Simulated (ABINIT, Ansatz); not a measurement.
**LiCl (Fm-3m): G0W0 on several meshes in ABINIT**

Aim: the GW shift of LiCl (Fm-3m) against the k mesh.

Calculated with ABINIT 10.8.3; PBE and many-body steps on it, plane waves.

**1. Starting point**

Symmetry: Fm-3m, No. 225, cubic system. The conventional cell has a = 5.143 Å, b = 5.143 Å, c = 5.143 Å, α = 90.00°, β = 90.00°, γ = 90.00°. Li has 6 Cl at 2.57 Å nearest. Cl has 6 Li at 2.57 Å nearest. Farther neighbours and most contacts between anions are not listed.

The cell and positions come from the Crystallography Open Database and are kept as given unless a step says otherwise.

**2. Empty states on the mesh, 6×6×6 mesh, 630 bands**

This step: ABINIT 10.8.3; DFT, PBE, plane waves, norm-conserving pseudopotentials.

The sums over transitions need many empty states on a uniform mesh; this step solves for them.

File run.abi:

```
acell 3*1.0 Angstrom
rprim 
  0.000000000000 2.571500000000 2.571500000000
  2.571500000000 0.000000000000 2.571500000000
  2.571500000000 2.571500000000 -0.000000000000
ntypat 2
znucl 3 17
natom 2
typat 1 2
xred 
  0.000000000000 0.000000000000 0.000000000000
  0.500000000000 0.500000000000 0.500000000000
pp_dirpath "pseudos"
pseudos "Li.upf, Cl.upf"
ecut 33
ngkpt 6 6 6
nshiftk 1
shiftk 0 0 0
kptopt 1
chksymbreak 0
irdden 1
istwfk *1
nband 630
prtvol 0
optdriver 6
gwr_task "HDIAGO"
paral_kgb 0
occopt 1
indata_prefix "in"
outdata_prefix "out"
tmpdata_prefix "tmp"
```

On the command line:

```console
OMP_NUM_THREADS=1 mpirun -n 4 abinit run.abi > log
```

The log of the run:

```text
.Version 10.8.3 of ABINIT. v10.8.2 released Aug 2026.

 Symmetries : space group Fm -3 m (#225); Bravais cF (face-center cubic)
[... echo of the input left out ...]
== DATASET  1 ==================================================================
-   mpi_nproc: 4, omp_nthreads: 1 (-1 if OMP is not activated)

--- !DatasetInfo
iteration_state: {dtset: 1, }
dimensions: {natom: 2, nkpt: 16, mband: 630, nsppol: 1, nspinor: 1, nspden: 1, mpw: 2092, }
cutoff_energies: {ecut:  33.0, pawecutdg:  -1.0, }
[...]
Direct band gap semiconductor
 Fundamental gap:     6.285 (eV)
   VBM:     0.193 (eV) at k: [ 0.0000E+00,  0.0000E+00,  0.0000E+00]
   CBM:     6.477 (eV) at k: [ 0.0000E+00,  0.0000E+00,  0.0000E+00]
 Direct gap:         6.285 (eV) at k: [ 0.0000E+00,  0.0000E+00,  0.0000E+00]

== END DATASET(S) ==============================================================
================================================================================

 -outvars: echo values of variables after computation  --------
           etotal      0.0000000000E+00
            nband         630
             nkpt          16
          spgroup         225
 [... the other variables as echoed above ...]

 Calculation completed.
```

Wall time 26 s (4 MPI ranks of Intel Xeon Platinum 8375C at 2.90GHz (Ice Lake), shared host); peak memory 1.3 GiB; 1.7 min of CPU time.

Numbers from this step:

| Quantity | Value |
| --- | --- |
| gap | 6.285 eV |
| k of the valence top | 0, 0, 0 |
| k of the conduction bottom | 0, 0, 0 |
| least direct gap | 6.285 eV |
| k points computed | 16 |
| lowest point of the top converged band, above the valence top | 388.3054 eV |

On this mesh the gap is 6.285 eV.

The density comes from a self-consistent run that is not shown.

**3. Screening, 6×6×6 mesh, 256 bands, screening to 283 eV**

The RPA dielectric matrix is built and inverted for each q.

This step: RPA screening on PBE, plane waves, norm-conserving pseudopotentials.

run.abi, as its differences from that of step 2:

```diff
@@ -20,10 +20,11 @@
 chksymbreak 0
-irdden 1
 istwfk *1
-nband 630
-prtvol 0
-optdriver 6
-gwr_task "HDIAGO"
-paral_kgb 0
 occopt 1
+irdwfk 1
+optdriver 3
+nband 256
+ecuteps 10.4
+inclvkb 2
+awtr 1
+symchi 1
 indata_prefix "in"
```

The log of the run:

```text
.Version 10.8.3 of ABINIT. v10.8.2 released Aug 2026.

 Symmetries : space group Fm -3 m (#225); Bravais cF (face-center cubic)
[... echo of the input left out ...]
== DATASET  1 ==================================================================
-   mpi_nproc: 4, omp_nthreads: 1 (-1 if OMP is not activated)

--- !DatasetInfo
iteration_state: {dtset: 1, }
dimensions: {natom: 2, nkpt: 16, mband: 256, nsppol: 1, nspinor: 1, nspden: 1, mpw: 2092, }
cutoff_energies: {ecut:  33.0, pawecutdg:  -1.0, }
electrons: {nelect:   1.00000000E+01, charge:   0.00000000E+00, occopt:   1.00000000E+00, tsmear:   1.00000000E-02, }

 SCREENING: Calculation of the susceptibility and dielectric matrices

 Based on a program developped by R.W. Godby, V. Olevano, G. Onida, and L. Reining.
 Incorporated in ABINIT by V. Olevano, G.-M. Rignanese, and M. Torrent.
.Using double precision arithmetic ; gwpc =  8

[... cell and pseudopotentials left out ...]
--------------------------------------------------------------------------------

 ==== K-mesh for the wavefunctions ====
 Number of points in the irreducible wedge :    16
[... list of points left out ...]
 Together with 48 symmetry operations and time-reversal symmetry
 yields   216 points in the full Brillouin Zone.

 ==== Q-mesh for the screening function ====
 Number of points in the irreducible wedge :    16
[... list of points left out ...]
 Together with 48 symmetry operations and time-reversal symmetry
 yields   216 points in the full Brillouin Zone.

 setmesh: FFT mesh size selected  =    27x   27x   27
          total number of points  =        19683

 vcoul_init : cutoff-mode = AUXILIARY_FUNCTION
 q-points for optical limit:   1
     1)      0.000010    0.000020    0.000030

- screening: taking advantage of time-reversal symmetry
- Maximum band index for partially occupied states nbvw = 5
- Remaining bands to be divided among processors   nbcw = 251
- Number of bands treated by each node ~62

 Number of electrons calculated from density =   10.0000; Expected =   10.0000
 average of density, n =  0.043573
 r_s =    1.7629
 omega_plasma =   20.1355 [eV]

 calculating chi0 at frequencies [eV] :
  1    0.000000E+00    0.000000E+00
  2    0.000000E+00    2.013550E+01

--------------------------------------------------------------------------------
  q-point number  1        q = ( 0.000000, 0.000000, 0.000000) [r.l.u.]
--------------------------------------------------------------------------------
[... chi0 elements left out ...]
 For q-point:  0.000010 0.000020 0.000030
  dielectric constant =   2.7540
  dielectric constant without local fields =   3.2521

  Average fulfillment of the sum rule on Im[epsilon] for q-point    1 :     91.76  [%]
[... wings left out ...]
  q-point number  2        q = ( 0.166667, 0.000000, 0.000000) [r.l.u.]
--------------------------------------------------------------------------------
[... chi0 elements left out ...]
  Average fulfillment of the sum rule on Im[epsilon] for q-point    2 :     93.83  [%]

 [... 14 further q-points ...]
```

It took 3.1 min on 4 MPI ranks; peak memory 2 GiB.

Numbers from this step:

| Quantity | Value |
| --- | --- |
| ε∞ with local fields, on this mesh, along the program's q direction | 2.754 |
| the same without local fields | 3.252 |
| plasma frequency | 20.14 eV |
| plane waves in the screening matrix | 339 |

Local fields lower ε∞ by 15 %.

**4. 6×6×6**

The self-energy is evaluated for the states that the input lists, and the levels follow from it, in one-shot runs by the linearised quasiparticle equation.

This step: G0W0 on PBE, plane waves, norm-conserving pseudopotentials.

run.abi, as its differences from that of step 3:

```diff
@@ -23,8 +23,15 @@
 irdwfk 1
-optdriver 3
+optdriver 4
 nband 256
+gwcalctyp 0
+ecutsigx 33
+symsigma 1
+nkptgw 1
+kptgw 
+  0.0000000000 0.0000000000 0.0000000000
+bdgw 
+  3 9
 ecuteps 10.4
-inclvkb 2
-awtr 1
-symchi 1
+irdscr 1
+ppmodel 1
 indata_prefix "in"
```

The log of the run:

```text
.Version 10.8.3 of ABINIT. v10.8.2 released Aug 2026.

 Symmetries : space group Fm -3 m (#225); Bravais cF (face-center cubic)
[... echo of the input left out ...]
== DATASET  1 ==================================================================
-   mpi_nproc: 4, omp_nthreads: 1 (-1 if OMP is not activated)

--- !DatasetInfo
iteration_state: {dtset: 1, }
dimensions: {natom: 2, nkpt: 16, mband: 256, nsppol: 1, nspinor: 1, nspden: 1, mpw: 2092, }
cutoff_energies: {ecut:  33.0, pawecutdg:  -1.0, }
electrons: {nelect:   1.00000000E+01, charge:   0.00000000E+00, occopt:   1.00000000E+00, tsmear:   1.00000000E-02, }

 SIGMA: Calculation of the GW corrections

 Based on a program developped by R.W. Godby, V. Olevano, G. Onida, and L. Reining.
 Incorporated in ABINIT by V. Olevano, G.-M. Rignanese, and M. Torrent.
.Using double precision arithmetic ; gwpc =  8

[... cell and pseudopotentials left out ...]
--------------------------------------------------------------------------------

 ==== K-mesh for the wavefunctions ====
 Number of points in the irreducible wedge :    16
[... list of points left out ...]
 Together with 48 symmetry operations and time-reversal symmetry
 yields   216 points in the full Brillouin Zone.

 ==== Q-mesh for screening function ====
 Number of points in the irreducible wedge :    16
[... list of points left out ...]
 Together with 48 symmetry operations and time-reversal symmetry
 yields   216 points in the full Brillouin Zone.

 vcoul_init : cutoff-mode = AUXILIARY_FUNCTION
 q-points for optical limit:   1
     1)      0.000010    0.000020    0.000030
 setmesh: FFT mesh size selected  =    36x   36x   36
          total number of points  =        46656

 Number of electrons calculated from density =   10.0000; Expected =   10.0000
 average of density, n =  0.043573
 r_s =    1.7629
 omega_plasma =   20.1355 [eV]

 === KS Band Gaps ===
  >>>> For spin  1
   Minimum direct gap =   6.2845 [eV], located at k-point      :   0.0000  0.0000  0.0000
   Fundamental gap    =   6.2845 [eV], Top of valence bands at :   0.0000  0.0000  0.0000
                                       Bottom of conduction at :   0.0000  0.0000  0.0000
 SIGMA fundamental parameters:
 PLASMON POLE MODEL  1
 number of plane-waves for SigmaX                 2085
 number of plane-waves for SigmaC and W            339
 number of plane-waves for wavefunctions          2085
 number of bands                                   256
 number of independent spin polarizations            1
 number of spinorial components                      1
 number of k-points in IBZ                          16
 number of q-points in IBZ                          16
 number of symmetry operations                      48
 number of k-points in BZ                          216
 number of q-points in BZ                          216
 number of frequencies for dSigma/dE                 9
 frequency step for dSigma/dE [eV]                0.25
 number of omega for Sigma on real axis              0
 max omega for Sigma on real axis  [eV]           0.00
 zcut for avoiding poles [eV]                     0.10

 EPSILON^-1 parameters (SCR file):
 dimension of the eps^-1 matrix on file            339
 dimension of the eps^-1 matrix used               339
 number of plane-waves for wavefunctions          2085
 number of bands                                   256
 number of q-points in IBZ                          16
 number of frequencies                               2
 number of real frequencies                          1
 number of imag frequencies                          1

 matrix elements of self-energy operator (all in [eV])

 Perturbative Calculation

--- !SelfEnergy_ee
iteration_state: {dtset: 1, }
kpoint     : [   0.000,    0.000,    0.000, ]
spin       : 1
KS_gap     :    6.285
QP_gap     :    9.030
Delta_QP_KS:    2.745
data: !SigmaeeData |
     Band     E0 <VxcDFT>   SigX SigC(E0)      Z dSigC/dE  Sig(E)    E-E0       E
        3   0.193 -14.693 -19.029   1.762   0.802  -0.247 -16.757  -2.064  -1.871
        4   0.193 -14.693 -19.029   1.762   0.802  -0.247 -16.757  -2.064  -1.871
        5   0.193 -14.693 -19.029   1.762   0.802  -0.247 -16.757  -2.064  -1.871
        6   6.477  -9.170  -4.732  -3.633   0.846  -0.181  -8.488   0.681   7.159
        7  11.985  -9.607  -4.365  -3.847   0.840  -0.191  -8.436   1.171  13.156
        8  11.985  -9.607  -4.365  -3.847   0.840  -0.191  -8.436   1.171  13.156
        9  11.985  -9.607  -4.365  -3.847   0.840  -0.191  -8.436   1.171  13.156

== END DATASET(S) ==============================================================
================================================================================

 -outvars: echo values of variables after computation  --------
           etotal      0.0000000000E+00
            nband         256
             nkpt          16
          spgroup         225
 [... the other variables as echoed above ...]

 Calculation completed.
```

The job ended after 33 s (4 MPI ranks; peak memory 2.1 GiB).

This step gave:

| Quantity | Value |
| --- | --- |
| G0W0 gap on the points computed | 9.03 eV |
| starting gap on the mesh | 6.285 eV |
| k of the valence top | 0, 0, 0 |
| k of the conduction bottom | 0, 0, 0 |
| Z at the valence top | 0.802 |
| Z at the conduction bottom | 0.846 |
| least direct G0W0 gap on the computed points | 9.03 eV |

The gap on the mesh goes from 6.28 eV to 9.03 eV, a correction of +2.75 eV.

**5. Empty states on the mesh, 4×4×4 mesh, 264 bands**

This step: DFT, PBE, plane waves, norm-conserving pseudopotentials.

run.abi, as its differences from that of step 4:

```diff
@@ -15,3 +15,3 @@
 ecut 33
-ngkpt 6 6 6
+ngkpt 4 4 4
 nshiftk 1
@@ -20,18 +20,10 @@
 chksymbreak 0
+irdden 1
 istwfk *1
+nband 264
+prtvol 0
+optdriver 6
+gwr_task "HDIAGO"
+paral_kgb 0
 occopt 1
-irdwfk 1
-optdriver 4
-nband 256
-gwcalctyp 0
-ecutsigx 33
-symsigma 1
-nkptgw 1
-kptgw 
-  0.0000000000 0.0000000000 0.0000000000
-bdgw 
-  3 9
-ecuteps 10.4
-irdscr 1
-ppmodel 1
 indata_prefix "in"
```

The log of the run:

```text
[banner, memory and clock lines left out]
.Version 10.8.3 of ABINIT. v10.8.2 released Aug 2026.

 Symmetries : space group Fm -3 m (#225); Bravais cF (face-center cubic)
[... echo of the input left out ...]
== DATASET  1 ==================================================================
-   mpi_nproc: 4, omp_nthreads: 1 (-1 if OMP is not activated)

--- !DatasetInfo
iteration_state: {dtset: 1, }
dimensions: {natom: 2, nkpt: 8, mband: 264, nsppol: 1, nspinor: 1, nspden: 1, mpw: 2120, }
cutoff_energies: {ecut:  33.0, pawecutdg:  -1.0, }
[...]
Integrated=    1.0000E+01

 === KS gaps after direct diagonalization ===
 Direct band gap semiconductor
 Fundamental gap:     6.285 (eV)
   VBM:     0.193 (eV) at k: [ 0.0000E+00,  0.0000E+00,  0.0000E+00]
   CBM:     6.477 (eV) at k: [ 0.0000E+00,  0.0000E+00,  0.0000E+00]
 Direct gap:         6.285 (eV) at k: [ 0.0000E+00,  0.0000E+00,  0.0000E+00]

== END DATASET(S) ==============================================================

 -outvars: echo values of variables after computation  --------
           etotal      0.0000000000E+00
            nband         264
             nkpt           8
          spgroup         225
 [... the other variables as echoed above ...]

 Calculation completed.
```

The job ended after 13 s (4 MPI ranks; peak memory 1.2 GiB; 50 s of CPU time).

Numbers from this step:

- gap: 6.285 eV
- k of the valence top: 0, 0, 0
- k of the conduction bottom: 0, 0, 0
- least direct gap: 6.285 eV
- k points computed: 8
- lowest point of the top converged band, above the valence top: 200.1605 eV

On this mesh the gap is 6.285 eV.

**6. Screening, 4×4×4 mesh, 256 bands, screening to 283 eV**

This step: RPA screening on PBE, plane waves, norm-conserving pseudopotentials.

run.abi, as its differences from that of step 5:

```diff
@@ -20,10 +20,11 @@
 chksymbreak 0
-irdden 1
 istwfk *1
-nband 264
-prtvol 0
-optdriver 6
-gwr_task "HDIAGO"
-paral_kgb 0
 occopt 1
+irdwfk 1
+optdriver 3
+nband 256
+ecuteps 10.4
+inclvkb 2
+awtr 1
+symchi 1
 indata_prefix "in"
```

The log of the run:

```text
.Version 10.8.3 of ABINIT. v10.8.2 released Aug 2026.

 Symmetries : space group Fm -3 m (#225); Bravais cF (face-center cubic)
[... echo of the input left out ...]
== DATASET  1 ==================================================================
-   mpi_nproc: 4, omp_nthreads: 1 (-1 if OMP is not activated)

--- !DatasetInfo
iteration_state: {dtset: 1, }
dimensions: {natom: 2, nkpt: 8, mband: 256, nsppol: 1, nspinor: 1, nspden: 1, mpw: 2120, }
cutoff_energies: {ecut:  33.0, pawecutdg:  -1.0, }
electrons: {nelect:   1.00000000E+01, charge:   0.00000000E+00, occopt:   1.00000000E+00, tsmear:   1.00000000E-02, }

 SCREENING: Calculation of the susceptibility and dielectric matrices

 Based on a program developped by R.W. Godby, V. Olevano, G. Onida, and L. Reining.
 Incorporated in ABINIT by V. Olevano, G.-M. Rignanese, and M. Torrent.
.Using double precision arithmetic ; gwpc =  8

[... cell and pseudopotentials left out ...]
--------------------------------------------------------------------------------

 ==== K-mesh for the wavefunctions ====
 Number of points in the irreducible wedge :     8
[... list of points left out ...]
 Together with 48 symmetry operations and time-reversal symmetry
 yields    64 points in the full Brillouin Zone.

 ==== Q-mesh for the screening function ====
 Number of points in the irreducible wedge :     8
[... list of points left out ...]
 Together with 48 symmetry operations and time-reversal symmetry
 yields    64 points in the full Brillouin Zone.

 setmesh: FFT mesh size selected  =    27x   27x   27
          total number of points  =        19683

 vcoul_init : cutoff-mode = AUXILIARY_FUNCTION
 q-points for optical limit:   1
     1)      0.000010    0.000020    0.000030

- screening: taking advantage of time-reversal symmetry
- Maximum band index for partially occupied states nbvw = 5
- Remaining bands to be divided among processors   nbcw = 251
- Number of bands treated by each node ~62

 Number of electrons calculated from density =   10.0000; Expected =   10.0000
 average of density, n =  0.043573
 r_s =    1.7629
 omega_plasma =   20.1355 [eV]

 calculating chi0 at frequencies [eV] :
  1    0.000000E+00    0.000000E+00
  2    0.000000E+00    2.013550E+01

--------------------------------------------------------------------------------
  q-point number  1        q = ( 0.000000, 0.000000, 0.000000) [r.l.u.]
--------------------------------------------------------------------------------
[... chi0 elements left out ...]
 For q-point:  0.000010 0.000020 0.000030
  dielectric constant =   2.8368
  dielectric constant without local fields =   3.3398

  Average fulfillment of the sum rule on Im[epsilon] for q-point    1 :     91.74  [%]
[... wings left out ...]
  q-point number  2        q = ( 0.250000, 0.000000, 0.000000) [r.l.u.]
--------------------------------------------------------------------------------
[... chi0 elements left out ...]
  Average fulfillment of the sum rule on Im[epsilon] for q-point    2 :     93.42  [%]

 [... 6 further q-points ...]
```

It took 26 s on 4 MPI ranks; peak memory 1.1 GiB; 1.7 min of CPU time.

This step gave:

```yaml
eps_infinity_with_local_fields_on_this_mesh_along_the_program_s_q_direction: 2.837
the_same_without_local_fields: 3.340
plasma_frequency: 20.14 eV
plane_waves_in_the_screening_matrix: 339
```

(Part 1 of 2 ends here.)

[Paths, hosts, dates, memory and timing lines, banners, echoed tables and standing remarks are left out of the program output.]

[Logs are printed without paths, hosts, clocks, repeated set-up lines and the standing remarks that a program may print on its own settings, such as how far it seeks lower states.]

[Runs of the session that timed out or met a known fault of the program may be left out.]

[Hosts, paths, dates, database ids (printed as entryN), source tags and the programs' standing remarks are cut or masked in the printed files.]

[G0W0 gaps are taken among the corrected bands and points alone; a level outside them can change the order at an edge.]

[Where Ansatz stands beside ABINIT at settings called matched, ABINIT's density can come from a denser mesh and the files from another edition; pairs whose starting gaps differed by over 0.03 eV were left out, so agreement reads better than it is.]
